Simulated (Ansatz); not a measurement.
# KNb3: a trial structure relaxed

Where does KNb3 go from the start given, A15 type (Pm-3n, No. 223)?

Program: Ansatz 0.2.0. Level of theory: DFT PBE, scalar-relativistic, plane waves, PAW. These are calculated values, not measurements.

### 1 The structure to begin with

It takes space group Pm-3n (No. 223, cubic). Conventional cell: a = 5.589 Å, b = 5.589 Å, c = 5.589 Å, α = 90.00°, β = 90.00°, γ = 90.00°. K (site symmetry m-3) has 12 Nb at 3.12 Å as nearest neighbours. Nb (site symmetry -4m2) is surrounded by 2 Nb at 2.79 Å and 4 K at 3.12 Å.

Structure file:

```xyz
8
Lattice="5.5891 0.0000 0.0000 0.0000 5.5891 0.0000 0.0000 0.0000 5.5891" Properties=species:S:1:pos:R:3 pbc="T T T"
K     0.0000    0.0000    0.0000
K     2.7946    2.7946    2.7946
Nb    0.0000    2.7946    1.3973
Nb    0.0000    2.7946    4.1918
Nb    1.3973    0.0000    2.7946
Nb    4.1918    0.0000    2.7946
Nb    2.7946    4.1918    0.0000
Nb    2.7946    1.3973    0.0000
```

(A quick probe on a coarse mesh, which set the mesh and smearing, is not shown.)

### 3 Rough relaxation on the coarse mesh

The input, input.yaml:

```yaml
crystal:
  lattice:
    - [5.5891044664, 0.0, 0.0]
    - [0.0, 5.5891044664, 0.0]
    - [0.0, 0.0, 5.5891044664]
  atoms:
    - { symbol: K, position: [0.0, 0.0, 0.0] }
    - { symbol: K, position: [0.5, 0.5, 0.5] }
    - { symbol: Nb, position: [0.0, 0.5, 0.25] }
    - { symbol: Nb, position: [0.0, 0.5, 0.75] }
    - { symbol: Nb, position: [0.25, 0.0, 0.5] }
    - { symbol: Nb, position: [0.75, 0.0, 0.5] }
    - { symbol: Nb, position: [0.5, 0.75, 0.0] }
    - { symbol: Nb, position: [0.5, 0.25, 0.0] }
basis:
  ecutwfc: 420
kpoints:
  mp_grid: { grid: [4, 4, 4] }
hamiltonian:
  xc: pbe
scf:
  occupations: { method: gaussian, width: 0.1 }
  lower_state_search: "off"
output:
  forces: true
  stress: true
  eigenvalues: true
relax:
  adjacent_minimum: "off"
  f_tol: 0.04
  max_steps: 70
  cell: { stress_tol: 0.4 }
```

On the command line:

```sh
$ ansatz run input.yaml --threads 1 --pin off --max-ram 2560MiB --backend cpu --events-out ev --progress --plain --runs-dir out
```

Further runs follow: relaxing cell and atoms.

What does the calculation give?

**Answer**, as computed:

Formation energies count from the elements, computed with the same settings in runs not shown here.

| quantity | value |
| --- | --- |
| cell | a = 5.464 Å, b = 5.464 Å, c = 5.464 Å, α = 90.00°, β = 90.00°, γ = 90.00° |
| space group | Pm-3n (No. 223) |
| volume | 20.39 Å³/atom |
| gap on the mesh | none (metal) |
| formation energy from the elements | +1.477 eV/atom |

In words: The space group stayed Pm-3n, and from the first guess the volume went from 21.82 to 20.39 Å³/atom. The formation energy of +1.48 eV/atom is positive, so the elements lie lower than this structure; another structure of the compound can lie lower.
